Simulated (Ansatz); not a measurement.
**NaH (Fm-3m): Grüneisen parameters**

Aim: how the phonons of NaH (Fm-3m) shift with volume, and the thermal expansion that follows.

Calculated with Ansatz 0.2.0; DFT PBEsol, scalar-relativistic, plane waves, PAW; PAW set soft_1.

Report form: the programs' logs are mostly left out.

### 1. The structure

It takes space group Fm-3m (No. 225, cubic). The conventional cell has a = 4.791 Å, b = 4.791 Å, c = 4.791 Å, α = 90.00°, β = 90.00°, γ = 90.00°. Nearest to Na lie 6 H at 2.40 Å. H has 6 Na at 2.40 Å nearest. Farther neighbours are not listed.

### 2. Response at finite wavevector

The cell comes from relaxations at this level that are not shown. Stability and thermal properties need the whole zone. Linear response on a 4×4×4 q mesh gives force constants as far as a supercell of that size would, and the tensors from the zone-centre run are typed in so that the long-range dipole term is interpolated apart.

input.yaml reads:

```yaml
crystal:
  lattice:
    - [0.0, 2.3956655036, 2.3956655036]
    - [2.3956655036, 0.0, 2.3956655036]
    - [2.3956655036, 2.3956655036, 0.0]
  atoms:
    - { symbol: Na, position: [0.0, 0.0, 0.0] }
    - { symbol: H, position: [0.5, 0.5, 0.5] }
kpoints:
  mp_grid: { grid: [8, 8, 8] }
hamiltonian:
  xc: pbesol
  pseudopotentials: { kind: paw, azcp: { folder: soft_1 }, xc_functional: pbe }
scf:
  occupations: { method: fixed }
output:
  eigenvalues: true
phonons:
  method: dfpt
  qmesh: [4, 4, 4]
  temperatures: { t_max: 1000, t_step: 50 }
  qpath:
    path:
      - [[0.0, 0.0, 0.0], [0.5, 0.0, 0.5], [0.625, 0.25, 0.625]]
      - [[0.375, 0.375, 0.75], [0.0, 0.0, 0.0], [0.5, 0.5, 0.5], [0.5, 0.25, 0.75], [0.5, 0.0, 0.5]]
    npoints: 10
  non_analytic_term:
    high_frequency_dielectric_tensor: [[3.2486, 0.0, 0.0], [0.0, 3.2486, 0.0], [0.0, 0.0, 3.2486]]
    born_effective_charges:
      - { species: Na, tensor: [[0.9593, 0.0, 0.0], [0.0, 0.9593, 0.0], [0.0, 0.0, 0.9593]] }
      - { species: H, tensor: [[-0.9593, 0.0, 0.0], [0.0, -0.9593, 0.0], [0.0, 0.0, -0.9593]] }
    source: "zone-centre run at this cell"
```

Started as:

```bash
> ansatz run input.yaml --threads 4 --pin off --max-ram 10240MiB --backend cpu --events-out ev --progress --plain --runs-dir out
```

The job ended after 22 s (4 threads of Arm Neoverse V1, shared host; peak memory 0.52 GiB).

This step gave:

* gap on the k-mesh: 3.607 eV
* volume per atom: 13.75 Å³
* sum-rule residual before enforcement: 3.70e-5 eV/Å²
* lowest frequency on the path: 0 cm⁻¹
* point group: m-3m
* highest frequency on the path or at a solved wavevector: 891.6 cm⁻¹
* mean frequency: 428.8 cm⁻¹
* Debye temperature (second moment): 960 K
* logarithmic mean frequency: 319.6 cm⁻¹
* highest optical mode at the zone centre (no LO-TO term): 519.6 cm⁻¹
* lowest optical zone-centre mode: 519.6 cm⁻¹
* lowest mode on the q mesh (acoustic modes at Γ apart): 92.72 cm⁻¹
* zero-point energy per atom: 79.75 meV
* heat capacity at 300 K: 17.18 J/(mol atoms K)
* vibrational entropy at 300 K: 19.24 J/(mol atoms K)
* edges of the widest gap between branches, on path and mesh: 239.4, 519.6 cm⁻¹

Frequencies (cm⁻¹) solved at each irreducible wavevector; negative means imaginary. Frequencies by wavevector, by row:

```
q in reciprocal lattice units  star  mode 1  mode 2  mode 3  mode 4  mode 5  mode 6
                        0 0 0     1       0       0       0   519.6   519.6   519.6
                     0 0 0.25     8    92.7    92.7   166.4     555     555   885.5
                     0 0 -0.5     4   124.5   124.5   239.4   585.6   585.6   875.6
                  0 0.25 0.25     6   107.5   107.5   164.3   610.8   610.8   864.4
                  0 0.25 -0.5    24   131.6   153.9   204.9   634.7   687.4     834
                 0 0.25 -0.25    12     123   152.9   196.8   580.3   688.2   843.1
                  0 -0.5 -0.5     3   139.6   139.6     205   679.6   679.6   837.5
              0.25 -0.5 -0.25     6   154.2   179.8   179.8   684.7   761.5   761.5
```

Symmetry leaves 8 wavevectors to solve. The lowest mode among them, the acoustic zeros apart, lies at q = (0, 0, 0.25) and is real, 92.7 cm⁻¹.

### 3. Relaxing at another volume, volume ratio 0.97

The volume is scaled by 0.97 and held; symmetry leaves nothing to relax, so this is a single point. The modes can then be followed against volume.

input.yaml, the sections that differ from step 2:

```yaml
crystal:
  lattice:
    - [0.0, 2.3714652076, 2.3714652076]
    - [2.3714652076, 0.0, 2.3714652076]
    - [2.3714652076, 2.3714652076, 0.0]
  atoms:
    - { symbol: Na, position: [0.0, 0.0, 0.0] }
    - { symbol: H, position: [0.5, 0.5, 0.5] }
output:
  forces: true
  stress: true
  eigenvalues: true
# kpoints, hamiltonian, scf: as in step 2
# phonons: removed
```

It took 0.35 s on 4 threads; peak memory 0.24 GiB; 0.83 s of CPU time.

Numbers from this step:

```
pressure           : 0.7798 GPa
gap on the k-mesh  : 3.655 eV
volume per atom    : 13.34 Å³
direct gap on mesh : 4.581 eV
```

At this level the gap is 3.65 eV on the k-mesh of the self-consistent run, which can miss the band edges.

### 4. Phonons at the other volume, volume ratio 0.97

The phonons are repeated at this volume on the same k and q meshes.

input.yaml, the sections that differ from step 3:

```yaml
output:
  eigenvalues: true
phonons:
  method: dfpt
  dielectric: true
  rigid_motions: translations
  qmesh: [4, 4, 4]
  temperatures: { t_max: 1000, t_step: 50 }
  qpath:
    path:
      - [[0.0, 0.0, 0.0], [0.5, 0.0, 0.5], [0.625, 0.25, 0.625]]
      - [[0.375, 0.375, 0.75], [0.0, 0.0, 0.0], [0.5, 0.5, 0.5], [0.5, 0.25, 0.75], [0.5, 0.0, 0.5]]
    npoints: 10
# crystal, kpoints, hamiltonian, scf: as in step 3
```

Run time: 25 s. Hardware: 4 threads; peak memory 0.54 GiB; 94 s of CPU time.

This step gave:

| Property | Result |
| --- | --- |
| sum-rule residual before enforcement | 2.94e-4 eV/Å² |
| miss of the charge sum rule | 3.49e-5 e |
| estimated error of the dielectric tensor | 0.006904 |
| estimated error of the Born charges | 0.009481 e |
| highest frequency on the path or at a solved wavevector | 912.5 cm⁻¹ |
| mean frequency | 444 cm⁻¹ |
| Debye temperature (second moment) | 993 K |
| logarithmic mean frequency | 331.2 cm⁻¹ |
| highest optical mode at the zone centre (no LO-TO term) | 549.8 cm⁻¹ |
| lowest optical zone-centre mode | 549.8 cm⁻¹ |
| mean high-frequency dielectric constant | 3.252 |
| largest Born charge (third of the trace) | 0.9502 e |
| mean static dielectric constant | 8.958 |
| top of the zone-centre spectrum with the field | 912.5 cm⁻¹ |
| lowest mode on the q mesh (acoustic modes at Γ apart) | 96.88 cm⁻¹ |
| zero-point energy per atom | 82.56 meV |

Frequencies (cm⁻¹) solved at each irreducible wavevector; negative means imaginary. Frequencies by wavevector, by row:

```
q in reciprocal lattice units  star  mode 1  mode 2  mode 3  mode 4  mode 5  mode 6
                        0 0 0     1       0       0       0   549.8   549.8   549.8
                     0 0 0.25     8    96.9    96.9   170.8   583.7   583.7   906.6
                     0 0 -0.5     4   130.5   130.5   245.7   613.1   613.1   896.9
                  0 0.25 0.25     6   109.5   109.5   172.8   638.4   638.4   885.2
                  0 0.25 -0.5    24   135.9   159.9   212.2   661.3     712   855.9
                 0 0.25 -0.25    12   129.3   157.4   203.6   607.8   713.3   864.6
                  0 -0.5 -0.5     3     143     143   213.6   705.5   705.5   859.4
              0.25 -0.5 -0.25     6   159.8   186.3   186.3   709.4     785     785
```

The highest optical mode at the zone centre (no LO-TO term) is 549.8 cm⁻¹, +30.2 cm⁻¹ against the base run.

### 5. Relaxing at another volume, volume ratio 1.03

The volume is scaled by 1.03 and held; symmetry leaves nothing to relax, so this is a single point. The modes can then be followed against volume.

input.yaml, the sections that differ from step 4:

```yaml
crystal:
  lattice:
    - [0.0, 2.4193865067, 2.4193865067]
    - [2.4193865067, 0.0, 2.4193865067]
    - [2.4193865067, 2.4193865067, 0.0]
  atoms:
    - { symbol: Na, position: [0.0, 0.0, 0.0] }
    - { symbol: H, position: [0.5, 0.5, 0.5] }
output:
  forces: true
  stress: true
  eigenvalues: true
# kpoints, hamiltonian, scf: as in step 4
# phonons: removed
```

Wall time 0.35 s (4 threads); peak memory 0.24 GiB.

This step gave:

| Item | Value |
| --- | --- |
| pressure | -0.6655 GPa |
| gap on the k-mesh | 3.562 eV |
| volume per atom | 14.16 Å³ |
| direct gap on mesh | 4.457 eV |

The run ends at a pressure of -0.67 GPa.

### 6. Phonons at the other volume, volume ratio 1.03

input.yaml, the sections that differ from step 5:

```yaml
output:
  eigenvalues: true
phonons:
  method: dfpt
  dielectric: true
  rigid_motions: translations
  qmesh: [4, 4, 4]
  temperatures: { t_max: 1000, t_step: 50 }
  qpath:
    path:
      - [[0.0, 0.0, 0.0], [0.5, 0.0, 0.5], [0.625, 0.25, 0.625]]
      - [[0.375, 0.375, 0.75], [0.0, 0.0, 0.0], [0.5, 0.5, 0.5], [0.5, 0.25, 0.75], [0.5, 0.0, 0.5]]
    npoints: 10
# crystal, kpoints, hamiltonian, scf: as in step 5
```

The job ended after 26 s (4 threads; peak memory 0.55 GiB).

This step gave:

```yaml
sum_rule_residual_before_enforcement: 1.88e-4 eV/Å²
miss_of_the_charge_sum_rule: 7.25e-5 e
estimated_error_of_the_dielectric_tensor: 0.006855
estimated_error_of_the_born_charges: 0.009537 e
highest_frequency_on_the_path_or_at_a_solved_wavevector: 871.8 cm⁻¹
mean_frequency: 414.4 cm⁻¹
debye_temperature_second_moment: 929 K
logarithmic_mean_frequency: 308.4 cm⁻¹
highest_optical_mode_at_the_zone_centre_no_lo_to_term: 490.5 cm⁻¹
lowest_optical_zone_centre_mode: 490.5 cm⁻¹
mean_high_frequency_dielectric_constant: 3.244
largest_born_charge_third_of_the_trace: 0.9679 e
mean_static_dielectric_constant: 10.25
top_of_the_zone_centre_spectrum_with_the_field: 871.8 cm⁻¹
lowest_mode_on_the_q_mesh_acoustic_modes_at_gamma_apart: 88.72 cm⁻¹
zero_point_energy_per_atom: 77.07 meV
```

Frequencies (cm⁻¹) solved at each irreducible wavevector; negative means imaginary. Frequencies by wavevector, by row:

```
q in reciprocal lattice units  star  mode 1  mode 2  mode 3  mode 4  mode 5  mode 6
                        0 0 0     1       0       0       0   490.5   490.5   490.5
                     0 0 0.25     8    88.7    88.7   162.3   527.5   527.5   865.6
                     0 0 -0.5     4   118.8   118.8   233.6   559.4   559.4   855.5
                  0 0.25 0.25     6   105.5   105.5   155.9   584.5   584.5   844.8
                  0 0.25 -0.5    24   127.2   148.1   197.6   609.4   664.1   813.4
                 0 0.25 -0.25    12     117   148.3   190.3   554.1   664.5   822.8
                  0 -0.5 -0.5     3   136.1   136.1   196.4   655.1   655.1     817
              0.25 -0.5 -0.25     6   148.8   173.3   173.3   661.2   739.5   739.5
```

The highest optical mode at the zone centre (no LO-TO term) is 490.5 cm⁻¹, -29.1 cm⁻¹ against the base run.

### 7. Grüneisen parameters

The Grüneisen parameter of a mode is minus the logarithmic change of its frequency with volume, −d ln ω / d ln V; weighted by heat capacity it gives the expansion.

Numbers from this step:

```
bulk modulus : 24.1 GPa
```

The phonon branches at the labelled points (cm⁻¹):

```
    point  branch 1  branch 2  branch 3  branch 4  branch 5  branch 6
        Γ         0         0         0       520       520       892
  halfway       108       108       164       611       611       864
        X       140       140       205       680       680       838
  halfway       139       152       202       671       701       827
        U       138       176       192       646       750       795
jump to K       138       176       192       646       750       795
  halfway       105       125       176       556       625       868
        Γ         0         0         0       520       520       892
  halfway        93        93       166       555       555       886
        L       124       124       239       586       586       876
  halfway       134       154       213       619       690       834
        W       154       180       180       685       762       762
  halfway       147       154       199       682       703       816
        X       140       140       205       680       680       838
```

The same for volume x 0.97:

```
point  branch 1  branch 2  branch 3  branch 4  branch 5  branch 6
    Γ         0         0         0       550       550       912
    X       143       143       214       706       706       859
    U       142       182       200       672       774       818
    K       142       182       200       672       774       818
    Γ         0         0         0       550       550       912
    L       130       130       246       613       613       897
    W       160       186       186       709       785       785
    X       143       143       214       706       706       859
```

The same for volume x 1.03:

```
point  branch 1  branch 2  branch 3  branch 4  branch 5  branch 6
    Γ         0         0         0       490       490       872
    X       136       136       196       655       655       817
    U       133       171       184       621       728       774
    K       133       171       184       621       728       774
    Γ         0         0         0       490       490       872
    L       119       119       234       559       559       856
    W       149       173       173       661       740       740
    X       136       136       196       655       655       817
```

Mode Grueneisen parameter -dln(w)/dln(V), modes matched by rank; at Γ the acoustic branches take the value of a neighbouring point of the path. The mode Grüneisen parameters at the labelled points ():

```
    point  branch 1  branch 2  branch 3  branch 4  branch 5  branch 6
        Γ      0.18      0.18      1.84      1.90      1.90      0.76
  halfway      0.60      0.60      1.71      1.47      1.47      0.78
        X      0.82      0.82      1.40      1.23      1.23      0.84
  halfway      0.90      0.94      1.38      1.26      1.16      0.86
        U      1.09      1.07      1.31      1.32      1.02      0.92
jump to K      1.09      1.07      1.31      1.32      1.02      0.92
  halfway      1.91      0.71      1.11      1.66      1.40      0.79
        Γ      1.91      0.17      1.07      1.90      1.90      0.76
  halfway      1.47      1.47      0.85      1.69      1.69      0.77
        L      1.57      1.57      0.83      1.53      1.53      0.79
  halfway      1.37      1.31      1.06      1.40      1.15      0.85
        W      1.19      1.21      1.21      1.17      0.99      0.99
  halfway      1.03      0.96      1.35      1.20      1.16      0.88
        X      0.82      0.82      1.40      1.23      1.23      0.84
```

(dS/dlnV)/C_V. Thermodynamic Grueneisen parameter against temperature:

```
temperature (K)  thermodynamic Grueneisen parameter
             50                                1.20
            100                                1.20
            150                                1.21
            200                                1.21
            250                                1.21
            300                                1.21
            350                                1.21
            400                                1.20
            450                                1.20
            500                                 1.2
            550                                1.20
            600                                1.20
            650                                1.20
            700                                1.20
            750                                1.19
            800                                1.19
            850                                1.19
            900                                1.19
            950                                1.19
           1000                                1.19
```

Gamma C_V/(B V) at the static volume. Volume expansion against temperature:

```
temperature (K)  volume expansion (1e-6/K)
             50                       21.0
            100                       51.4
            150                       67.8
            200                       81.7
            250                       94.1
            300                        104
            350                        112
            400                        119
            450                        123
            500                        127
            550                        131
            600                        133
            650                        135
            700                        137
            750                        138
            800                        139
            850                        140
            900                        141
            950                        142
           1000                        142
```

### 8. Summary of results

```json
{
 "bulk modulus": "24.1 GPa",
 "gap deformation potential": "-1.55 eV",
 "thermodynamic Grüneisen parameter at 300 K": "1.21",
 "volume expansion at 300 K, estimated": "104.2 × 10⁻⁶ K⁻¹"
}
```

In words: By this estimate the volume grows by 104 × 10⁻⁶ per kelvin at 300 K. Without the field, the highest optical mode at Γ goes from 550 to 491 cm⁻¹ as the cell grows, a Grüneisen parameter of 1.90. Mode parameters on the path run from 0.17 to 2, with a median of 1.2. Branches are matched by rank, so values near crossings are rough. The expansion is the Grüneisen estimate at the static volume, with the static bulk modulus. The PAW files were made for PBE and serve the other functionals too.

[Logs are printed without paths, hosts, clocks, repeated set-up lines and the standing remarks that a program may print on its own settings, such as how far it seeks lower states.]

[Hosts, paths, dates, database ids (printed as entryN), source tags and the programs' standing remarks are cut or masked in the printed files.]
